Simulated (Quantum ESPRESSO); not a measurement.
Crystal: Pb.

```
Pb
1.0
     0.00000    2.47502    2.47502
     2.47502    0.00000    2.47502
     2.47502    2.47502    0.00000
Pb
1
Direct
  0.00000 0.00000 0.00000
```

* Program: Quantum ESPRESSO 7.5
* Task: phonon dispersion
* Functional: LDA
* Potentials or basis: GBRV 1.5 LDA
* Cutoff: 612 eV
* Density cutoff: 4898 eV
* k mesh: 10 × 10 × 10
* Occupations: cold, width 0.2 eV
* Spin: no spin polarisation
* Form of the LDA correlation: PZ81
* Mixing beta: 0.5
* Most SCF iterations: 120
* SCF threshold: 2e-10 Ry
* q mesh: 2 × 2 × 2

The cell and the atoms were relaxed first, to 28.76 Å³/atom (a = 3.439 Å, b = 3.439 Å, c = 3.439 Å, α = 60.00°, β = 60.00°, γ = 60.00°), and the response was taken there.

What are the zero-point energy, and the vibrational entropy and heat capacity at 298.15 K?

Zero-point energy 9.1 meV/atom; entropy 7.50 k_B/atom (62.3 J/(K·mol of atoms)); Cv 2.98 k_B/atom, 99 % of the classical limit. These are harmonic values without the electrons' part.

Phonon frequencies at the corners of the path (cm⁻¹, interpolated; i marks imaginary ones):
| point | frequencies |
| --- | --- |
| Γ | 0 0 0 |
| X | 49 49 66 |
| W | 51 60 60 |
| K | 44 60 63 |
| L | 35 35 79 |
| U | 44 60 63 |

Harmonic thermodynamics per atom at this volume (zero-point energy 9.1 meV, Debye temperature from the second moment 95 K):
```csv
T (K),free energy (meV),entropy (k_B),heat capacity Cv (k_B)
50,4.9,2.38,2.53
100,-9.9,4.28,2.87
200,-56.4,6.31,2.97
298.15,-115.1,7.50,2.98
500,-260.1,9.04,2.99
800,-513.5,10.45,3.00
```

Phonon states per cell in windows of 5 cm⁻¹ (negative: imaginary):
```
from (cm⁻¹)  total
          0   0.00
          5   0.00
         10   0.02
         15   0.04
         20   0.07
         25   0.12
         30   0.22
         35   0.38
         40   0.41
         45   0.42
         50   0.27
         55   0.22
         60   0.25
         65   0.37
         70   0.16
         75   0.05
```

A q mesh this small can miss soft modes between its points.

Caveat: the q mesh is small, so phonon branches between its points and thermal values are rough.
